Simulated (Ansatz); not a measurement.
# TaN: strain energy, fitted

TaN, Fm-3m, a = 4.397 Å. This isn't the usual stable structure of the compound. Ansatz: r2SCAN, PAW, 500 eV, Γ-centred 16×16×12 mesh on 4 atoms, Gaussian smearing 0.10 eV; no spin polarisation. Series: equal strain along all axes, cell held, atoms fixed by symmetry; x is the strain in per cent. y is the free energy over the unstrained cell, V0 = 10.623 Å³/atom.

```
x (%) y (meV/atom)
 -4.5             ?
 -3.0        104.45
 -1.5         24.75
  0.0          0.00
  1.5         22.51
  3.0         85.49
  4.5        182.99
```

**Question.** Fit y = c2 x² + c3 x³ to the other rows, turn c2 into a modulus, and predict the missing energy.

**Answer.** Least squares on the rows shown. y = 10.567 x² − 0.34168 x³. In eV per unit strain² c2 is 105.7; the stiffness is B for this strain (E = 9/2 B V0 ε², shape held): 2 × 105.7 × 160.2 / (9 × 10.623) = 354 GPa. At x = -4.5 the fit asked for gives 245.12 meV/atom. The run gave 247.82 meV/atom, so the fit is 2.70 meV/atom too low, 1.1 % of the span of the series, against an rms of 0.21 meV/atom on the fitted rows. The row lies outside the fitted range. With a term in x⁴ added, a fit to the same known rows predicts 246.96 meV/atom, so most of the miss is curvature that the known rows already hold.

Spin–orbit coupling is left out, which can shift energies with elements as heavy as these.